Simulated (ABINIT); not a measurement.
Al2O3:

```
Al O
1.0
     3.01748    0.00000    0.00000
    -1.50874    2.61322    0.00000
     0.00000    0.00000    7.57464
Al O
2 3
Direct
  0.00000 0.00000 0.72205
  0.00000 0.00000 0.27795
  0.00000 0.00000 0.50000
  0.66667 0.33333 0.80055
  0.33333 0.66667 0.19945
```

Measurements of this composition are mostly on another form, of space group No. 167.

Base run:

- Program: ABINIT 10.8.3 (patched build)
- Functional: PBE
- Potentials or basis: JTH PAW PBE v2.0
- Cutoff: 626 eV
- k mesh: 10 × 10 × 4
- Occupations: fermi-dirac, width 0.05 eV
- Spin: no spin polarisation

Its results: band gap on the k mesh 2.28 eV, direct; pressure 0.0 GPa; largest force 0.060 eV/Å.

Problem. The run is repeated on the same cell with these changes: functional from PBE to LDA; potentials or basis from JTH PAW PBE v2.0 to JTH PAW LDA v2.0. What comes out?

Solution. Band gap on the k mesh 2.18 eV, direct; pressure -8.6 GPa; largest force 0.469 eV/Å.

Caveats: the atomic spheres overlap.
